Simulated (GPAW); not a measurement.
NiO:

```xyz
2
Lattice="2.9499 0.0000 0.0000 1.4750 2.5547 0.0000 1.4750 0.8516 2.4086" Properties=species:S:1:pos:R:3 pbc="T T T"
Ni    0.0000    0.0000    0.0000
O     2.9499    1.7031    1.2043
```

Base run:

```yaml
Program: GPAW 26.7.0
Functional: r2SCAN
Potentials_or_basis: GPAW PAW data sets (gpaw-data 1.2.1)
Cutoff: 800 eV
Basis: pw
k_mesh: 8 × 8 × 8
Occupations: fermi-dirac, width 0.05 eV
Spin: collinear spin, ferromagnetic start
Starting_moments: "[1.0, 0.0] μB"
```

Its results: band gap on the k mesh 0.69 eV, indirect (least direct gap 1.84 eV); pressure 8.4 GPa; net moment 2.00 μB per cell; site moments Ni +1.71; O +0.22 μB.

Q: The run is repeated on the same cell with these changes: functional from r2SCAN to MS2. What comes out?

A: Band gap on the k mesh 0.72 eV, indirect (least direct gap 1.74 eV); pressure 7.8 GPa; net moment 2.00 μB per cell; site moments Ni +1.72; O +0.20 μB.

Caveats: the stock nickel data set gives pressures a few GPa off other programs; the PAW data sets were made with another functional, which shifts forces and pressure a little; a cell with one magnetic atom can't hold antiferromagnetic order, which such compounds often take.

Not every run made on this cell is shown here.
